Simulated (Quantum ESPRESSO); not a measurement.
# NaMnSe2: parallel and opposed starts, part 2 of 3

A self-consistent run ends on one state, which hangs on the start. Several orders of NaMnSe2 are started in Quantum ESPRESSO and their energies compared.

Quantum ESPRESSO 7.5; PBEsol with U = 5 eV on Mn d (ortho-atomic projectors); plane waves with GBRV 1.5 PBEsol potentials, no spin-orbit coupling.

So far: Starting point; Run 1, typed as ferro +.

**3. Run 2 (antiferro q=(0,1/2,0) +−)**

The cell is doubled to 8 atoms to hold this order. The wavevector q is in fractions of the reciprocal vectors of the crystal's primitive cell, as the cells of these inputs are built from it; moments change sign between cells as cos(2π q·R).

Contents of pw.in:

```
&CONTROL
  calculation = 'scf'
  prefix = 'pwscf'
  outdir = './tmp'
  pseudo_dir = './pseudo'
  disk_io = 'nowf'
/
&SYSTEM
  ibrav = 0
  nat = 8
  ntyp = 4
  ecutwfc = 40
  ecutrho = 280
  nbnd = 48
  occupations = 'smearing'
  smearing = 'fd'
  degauss = 0.00999582
  nspin = 2
  starting_magnetization(1) = 0
  starting_magnetization(2) = 0.3
  starting_magnetization(3) = -0.3
  starting_magnetization(4) = 0
/
&ELECTRONS
  conv_thr = 1.6d-08
  electron_maxstep = 150
  mixing_beta = 0.3
/
ATOMIC_SPECIES
Na     22.9898 na_pbesol_v1.5.uspp.F.UPF
Mn1    54.9380 mn_pbesol_v1.5.uspp.F.UPF
Mn2    54.9380 mn_pbesol_v1.5.uspp.F.UPF
Se     78.9710 se_pbesol_v1.uspp.F.UPF
CELL_PARAMETERS bohr
   7.6075789226    0.0000000000    0.0000000000
  -7.6075789226   13.1767132165    0.0000000000
   0.0000000000    0.0000000000   13.6705376780
ATOMIC_POSITIONS crystal
Na      0.0000000000    0.0000000000    0.7728810000
Na      0.0000000000    0.5000000000    0.7728810000
Mn1     0.3333333300    0.3333333350    0.3343830000
Mn2     0.3333333300    0.8333333350    0.3343830000
Se      0.3333333300    0.3333333350    0.0171180000
Se      0.3333333300    0.8333333350    0.0171180000
Se      0.6666666700    0.1666666650    0.4765180000
Se      0.6666666700    0.6666666650    0.4765180000
K_POINTS automatic
6 3 6 0 0 0
HUBBARD {ortho-atomic}
U Mn1-3d 5.0000
U Mn2-3d 5.0000
```

On the command line:

```bash
OMP_NUM_THREADS=1 mpirun -n 4 pw.x -nk 4 -in pw.in > pw.out
```

What it wrote:

```text
[banner, memory and clock lines left out]
Program PWSCF v.7.5 starts

     Message from routine setup:
     using ibrav=0 with symmetry is DISCOURAGED, use correct ibrav instead

     bravais-lattice index     =            0
     lattice parameter (alat)  =       7.6076  a.u.
     unit-cell volume          =    1370.3741 (a.u.)^3
     number of atoms/cell      =            8
     number of atomic types    =            4
     number of electrons       =        72.00
     number of Kohn-Sham states=           48
     kinetic-energy cutoff     =      40.0000  Ry
     charge density cutoff     =     280.0000  Ry
     scf convergence threshold =      1.6E-08
     mixing beta               =       0.3000
     number of iterations used =            8  plain     mixing
     Exchange-correlation= SLA  PW   PSX  PSC
                           (   1   4  10   8   0   0   0)
     Hubbard projectors: ortho-atomic
     Hubbard parameters of DFT+U (Dudarev formulation) in eV:
     U(Mn1-3d) =  5.0000
     U(Mn2-3d) =  5.0000

     Internal variables: lda_plus_u =T, lda_plus_u_kind = 0

     Internal variables: orbital_resolved =F, hub_pot_fix =F, apply_U = F

     celldm(1)=   7.607579  celldm(2)=   0.000000  celldm(3)=   0.000000
     celldm(4)=   0.000000  celldm(5)=   0.000000  celldm(6)=   0.000000

     crystal axes: (cart. coord. in units of alat)
               a(1) = (   1.000000   0.000000   0.000000 )
               a(2) = (  -1.000000   1.732051   0.000000 )
               a(3) = (   0.000000   0.000000   1.796963 )

     reciprocal axes: (cart. coord. in units 2 pi/alat)
               b(1) = (  1.000000  0.577350 -0.000000 )
               b(2) = (  0.000000  0.577350  0.000000 )
               b(3) = (  0.000000 -0.000000  0.556494 )

     PseudoPot. # 1 for Na read from file:
     na_pbesol_v1.5.uspp.F.UPF
     Pseudo is Ultrasoft, Zval =  9.0

     PseudoPot. # 2 for Mn read from file:
     mn_pbesol_v1.5.uspp.F.UPF
     Pseudo is Ultrasoft + core correction, Zval = 15.0

     PseudoPot. # 3 for Mn read from file:
     mn_pbesol_v1.5.uspp.F.UPF
     Pseudo is Ultrasoft + core correction, Zval = 15.0

     PseudoPot. # 4 for Se read from file:
     se_pbesol_v1.uspp.F.UPF
     Pseudo is Ultrasoft + core correction, Zval =  6.0

     atomic species   valence    mass     pseudopotential
     Na                9.00    22.98980     Na( 1.00)
     Mn1              15.00    54.93800     Mn( 1.00)
     Mn2              15.00    54.93800     Mn( 1.00)
     Se                6.00    78.97100     Se( 1.00)

     Starting magnetic structure
     atomic species   magnetization
     Na              0.000
     Mn1             0.300
     Mn2            -0.300
     Se              0.000

      2 Sym. Ops. (no inversion) found

   Cartesian axes

     site n.     atom                  positions (alat units)
         1        Na     tau(   1) = (   0.0000000   0.0000000   1.3888385  )
         2        Na     tau(   2) = (  -0.5000000   0.8660254   1.3888385  )
         3        Mn1    tau(   3) = (  -0.0000000   0.5773503   0.6008739  )
         4        Mn2    tau(   4) = (  -0.5000000   1.4433757   0.6008739  )
         5        Se     tau(   5) = (  -0.0000000   0.5773503   0.0307604  )
         6        Se     tau(   6) = (  -0.5000000   1.4433757   0.0307604  )
         7        Se     tau(   7) = (   0.5000000   0.2886751   0.8562852  )
         8        Se     tau(   8) = (   0.0000000   1.1547005   0.8562852  )

     number of k points=    40  Fermi-Dirac smearing, width (Ry)=  0.0100
                       cart. coord. in units 2pi/alat
        k(    1) = (   0.0000000   0.0000000   0.0000000), wk =   0.0092593
        k(    2) = (   0.0000000   0.0000000   0.0927491), wk =   0.0185185
        k(    3) = (   0.0000000   0.0000000   0.1854982), wk =   0.0185185
        k(    4) = (   0.0000000   0.0000000  -0.2782472), wk =   0.0092593
        k(    5) = (   0.0000000   0.1924501   0.0000000), wk =   0.0185185
        [... 35 further k-points ...]

     Dense  grid:   108491 G-vectors     FFT dimensions: (  45,  81,  75)

     Smooth grid:    46829 G-vectors     FFT dimensions: (  32,  64,  60)

     Check: negative core charge=   -0.000015
     Generating pointlists ...
     new r_m :   0.2992 (alat units)  2.2759 (a.u.) for type    1
     new r_m :   0.2352 (alat units)  1.7891 (a.u.) for type    2
     new r_m :   0.2352 (alat units)  1.7891 (a.u.) for type    3
     new r_m :   0.2352 (alat units)  1.7891 (a.u.) for type    4

     Initial potential from superposition of free atoms

     starting charge      70.9867, renormalised to      72.0000

     STARTING HUBBARD OCCUPATIONS:

     =================== HUBBARD OCCUPATIONS ===================
     ------------------------ ATOM    3 ------------------------
     Tr[ns(  3)] (up, down, total) =   5.00000  0.00000  5.00000
     Atomic magnetic moment for atom   3 =   5.00000
     [... lines left out ...]
     ------------------------ ATOM    4 ------------------------
     Tr[ns(  4)] (up, down, total) =   0.00000  5.00000  5.00000
     Atomic magnetic moment for atom   4 =  -5.00000
     [... lines left out ...]
     Number of occupied Hubbard levels =   10.0000

     Atomic wfc used for Hubbard projectors are orthogonalized

     Starting wfcs are   52 randomized atomic wfcs

     Self-consistent Calculation

     iteration #  1     ecut=    40.00 Ry     beta= 0.30
     Davidson diagonalization with overlap
     ethr =  1.00E-02,  avg # of iterations =  4.3

     =================== HUBBARD OCCUPATIONS ===================
     ------------------------ ATOM    3 ------------------------
     Tr[ns(  3)] (up, down, total) =   4.83390  0.24013  5.07403
     Atomic magnetic moment for atom   3 =   4.59377
     [... lines left out ...]
     ------------------------ ATOM    4 ------------------------
     Tr[ns(  4)] (up, down, total) =   0.24015  4.83381  5.07396
     Atomic magnetic moment for atom   4 =  -4.59365
     [... lines left out ...]
     Number of occupied Hubbard levels =   10.1480

     Threshold (ethr) on eigenvalues was too large:
     Diagonalizing with lowered threshold

     Davidson diagonalization with overlap
     ethr =  8.36E-04,  avg # of iterations =  1.7

     total energy              =    -785.66589693 Ry
     estimated scf accuracy    <       0.59718173 Ry

     total magnetization       =    -0.00 Bohr mag/cell
     absolute magnetization    =    10.00 Bohr mag/cell

     iteration #  2     ecut=    40.00 Ry     beta= 0.30
     Davidson diagonalization with overlap
     ethr =  8.29E-04,  avg # of iterations =  2.5

     total energy              =    -785.72738075 Ry
     estimated scf accuracy    <       0.08513506 Ry

     total magnetization       =     0.00 Bohr mag/cell
     absolute magnetization    =     9.98 Bohr mag/cell

     [... further iterations left out ...]

     iteration # 13     ecut=    40.00 Ry     beta= 0.30
     Davidson diagonalization with overlap
     ethr =  2.39E-09,  avg # of iterations =  2.0

     negative rho (up, down):  1.517E-04 5.414E-04

     total energy              =    -785.74873372 Ry
     estimated scf accuracy    <       0.00000007 Ry

     total magnetization       =    -0.00 Bohr mag/cell
     absolute magnetization    =    10.37 Bohr mag/cell

     iteration # 14     ecut=    40.00 Ry     beta= 0.30
     Davidson diagonalization with overlap
     ethr =  9.60E-11,  avg # of iterations =  5.4

     negative rho (up, down):  1.517E-04 5.414E-04

     Magnetic moment per site  (integrated on atomic sphere of radius R)
     atom   1 (R=0.299)  charge=  8.1878  magn=  0.0018
     atom   2 (R=0.299)  charge=  8.1878  magn= -0.0018
     atom   3 (R=0.235)  charge= 12.6936  magn=  4.1475
     atom   4 (R=0.235)  charge= 12.6937  magn= -4.1475
     atom   5 (R=0.235)  charge=  3.1363  magn= -0.1994
     atom   6 (R=0.235)  charge=  3.1367  magn=  0.1994
     atom   7 (R=0.235)  charge=  3.1849  magn= -0.0328
     atom   8 (R=0.235)  charge=  3.1843  magn=  0.0328

     End of self-consistent calculation

     =================== HUBBARD OCCUPATIONS ===================
     ------------------------ ATOM    3 ------------------------
     Tr[ns(  3)] (up, down, total) =   4.91792  0.33237  5.25029
     Atomic magnetic moment for atom   3 =   4.58555
     [... lines left out ...]
     ------------------------ ATOM    4 ------------------------
     Tr[ns(  4)] (up, down, total) =   0.33237  4.91792  5.25029
     Atomic magnetic moment for atom   4 =  -4.58556
     [... lines left out ...]
     Number of occupied Hubbard levels =   10.5006

     [... lines left out ...]
     the Fermi energy is     4.1014 ev

!    total energy              =    -785.74873382 Ry
     estimated scf accuracy    <       0.00000001 Ry
     smearing contrib. (-TS)   =      -0.02242783 Ry
     internal energy E=F+TS    =    -785.72630599 Ry

     The total energy is F=E-TS. E is the sum of the following terms:
     one-electron contribution =    -526.30988389 Ry
     hartree contribution      =     280.03852398 Ry
     xc contribution           =    -198.71631577 Ry
     ewald contribution        =    -340.88055411 Ry
     Hubbard energy            =       0.14192378 Ry

     total magnetization       =     0.00 Bohr mag/cell
     absolute magnetization    =    10.37 Bohr mag/cell

     convergence has been achieved in  14 iterations
```

Elapsed: 1.7 min, on 4 MPI ranks of AMD EPYC 9R45, shared host; peak memory 1.3 GiB; 7 min of CPU time.

Spin moment in the atom's sphere by atom:

```csv
atom,spin moment in the atom's sphere (μB)
Na1,0.00
Na2,0.00
Mn3,4.15
Mn4,-4.15
Se5,-0.20
Se6,0.20
Se7,-0.03
Se8,0.03
```

Read from the output:

```
smearing term TS       : 0.3051 eV
magnetization          : 0 μB
absolute magnetization : 10.37 μB
final state            : antiferromagnetic
```

Spin density in the bc plane at fractional x = 0.333, with atoms of Mn and Se within 0.2 Å of it.

Values in e/Å³, 11 rows by 16 columns, each cell a mean:
```
 0.0  0.0  0.0  0.0  0.0  0.0  0.0  0.0  0.0  0.0  0.0  0.0  0.0  0.0  0.0  0.0
 0.0  0.0  0.0  0.0  0.0  0.0  0.0  0.0  0.0  0.0  0.0  0.0  0.0  0.0  0.0  0.0
 0.0  0.0  0.0  0.0  0.0  0.0  0.0  0.0  0.0  0.0  0.0  0.0  0.0  0.0  0.0  0.0
 0.0  0.0  0.0  0.0  0.0  0.0  0.0  0.0  0.0  0.0  0.0  0.0  0.0  0.0  0.0  0.0
 0.0  0.0  0.0  0.0  0.0  0.0  0.0  0.0  0.0  0.0  0.0  0.0  0.0  0.0  0.0  0.0
 0.0  0.0  0.0  0.0  0.1  0.1  0.1  0.0  0.0  0.0  0.0  0.0 -0.1 -0.1 -0.1  0.0
 0.0  0.0  0.0  0.1  1.1  2.5  0.8  0.1  0.0  0.0  0.0 -0.1 -1.1 -2.5 -0.8 -0.1
 0.0  0.0  0.0  0.2  2.3  5.5  1.7  0.2  0.0  0.0  0.0 -0.2 -2.3 -5.5 -1.7 -0.2
 0.0  0.0  0.0  0.1  0.3  0.5  0.2  0.1  0.0  0.0  0.0 -0.1 -0.3 -0.5 -0.2 -0.1
 0.0  0.0  0.0  0.0  0.0  0.0  0.0  0.0  0.0  0.0  0.0  0.0  0.0  0.0  0.0  0.0
 0.0  0.0  0.0  0.0  0.0 -0.1  0.0  0.0  0.0  0.0  0.0  0.0  0.0  0.1  0.0  0.0
```
Columns run along b (8.1 Å), rows up along c (7.2 Å). Atoms in or near the plane, at fractional coordinates: Mn at (0.33, 0.33), Mn at (0.83, 0.33), Se at (0.33, 0.02), Se at (0.83, 0.02).

Valence density in the bc plane at fractional x = 0.333, with atoms of Mn and Se within 0.2 Å of it. It is the smooth field of the valence electrons, not physical close to the nuclei.

Values in e/Å³, 11 rows by 16 columns, each cell a mean:
```
 0  0  0  0  1  1  1  0  0  0  0  0  1  1  1  0
 0  0  0  0  0  0  0  0  0  0  0  0  0  0  0  0
 0  0  0  0  0  0  0  0  0  0  0  0  0  0  0  0
 0  0  0  0  0  0  0  0  0  0  0  0  0  0  0  0
 0  0  0  0  0  0  0  0  0  0  0  0  0  0  0  0
 0  0  0  0  0  0  0  0  0  0  0  0  0  0  0  0
 0  0  0  0  3  9  3  0  0  0  0  0  3  9  3  0
 0  0  0  0  8 15  6  0  0  0  0  0  8 15  6  0
 0  0  0  0  1  2  1  0  0  0  0  0  1  2  1  0
 0  0  0  0  1  1  1  0  0  0  0  0  1  1  1  0
 0  0  0  0  1  1  1  0  0  0  0  0  1  1  1  0
```
Columns run along b (8.1 Å), rows up along c (7.2 Å). Atoms in or near the plane, at fractional coordinates: Mn at (0.33, 0.33), Mn at (0.83, 0.33), Se at (0.33, 0.02), Se at (0.83, 0.02).

**4. Run 3, typed as no spin polarisation**

Contents of pw.in:

```
&CONTROL
  calculation = 'scf'
  prefix = 'pwscf'
  outdir = './tmp'
  pseudo_dir = './pseudo'
  disk_io = 'nowf'
/
&SYSTEM
  ibrav = 0
  nat = 4
  ntyp = 3
  ecutwfc = 40
  ecutrho = 280
  nbnd = 26
  occupations = 'smearing'
  smearing = 'fd'
  degauss = 0.00999582
/
&ELECTRONS
  conv_thr = 8d-09
  electron_maxstep = 150
  mixing_beta = 0.3
/
ATOMIC_SPECIES
Na     22.9898 na_pbesol_v1.5.uspp.F.UPF
Mn     54.9380 mn_pbesol_v1.5.uspp.F.UPF
Se     78.9710 se_pbesol_v1.uspp.F.UPF
CELL_PARAMETERS bohr
   7.6075789226    0.0000000000    0.0000000000
  -3.8037894613    6.5883566083    0.0000000000
   0.0000000000    0.0000000000   13.6705376780
ATOMIC_POSITIONS crystal
Na      0.0000000000    0.0000000000    0.7728810000
Mn      0.3333333300    0.6666666700    0.3343830000
Se      0.3333333300    0.6666666700    0.0171180000
Se      0.6666666700    0.3333333300    0.4765180000
K_POINTS automatic
6 6 6 0 0 0
HUBBARD {ortho-atomic}
U Mn-3d 5.0000
```

What it wrote:

```text
     [... lines left out ...]
Program PWSCF v.7.5 starts
     [... lines left out ...]
     number of atoms/cell      =            4
     [... lines left out ...]
     number of electrons       =        36.00
     number of Kohn-Sham states=           26
     kinetic-energy cutoff     =      40.0000  Ry
     charge density cutoff     =     280.0000  Ry
     scf convergence threshold =      8.0E-09
     [... lines left out ...]
      6 Sym. Ops. (no inversion) found
     [... lines left out ...]
     number of k points=    34  Fermi-Dirac smearing, width (Ry)=  0.0100
     [... lines left out ...]
     iteration # 18     ecut=    40.00 Ry     beta= 0.30
     [... lines left out ...]
     Tr[ns(  2)] =   5.61611
     [... lines left out ...]
     the Fermi energy is     4.5409 ev
!    total energy              =    -392.57119312 Ry
     estimated scf accuracy    <          9.2E-10 Ry
     smearing contrib. (-TS)   =      -0.01162776 Ry
     [... lines left out ...]
     convergence has been achieved in  18 iterations
```

Wall time 14 s (4 MPI ranks); peak memory 0.6 GiB; 56 s of CPU time.

Numbers from this step:

* smearing term TS: 0.1582 eV
* final state: non-magnetic (no spin polarisation)

[end of part 2 of 3]

[Logs and program files are shortened in this print: banners, set-up blocks, solver, clock and traceback lines can be left out without a mark of their own.]

[Logs are printed without paths, hosts, clocks, repeated set-up lines and the standing remarks that a program may print on its own settings, such as how far it seeks lower states.]

[Hosts, paths, dates, database ids (printed as entryN), source tags and the programs' standing remarks are cut or masked in the printed files.]

[Where a cell is said to come from a database of computed structures, the database is the Materials Project.]
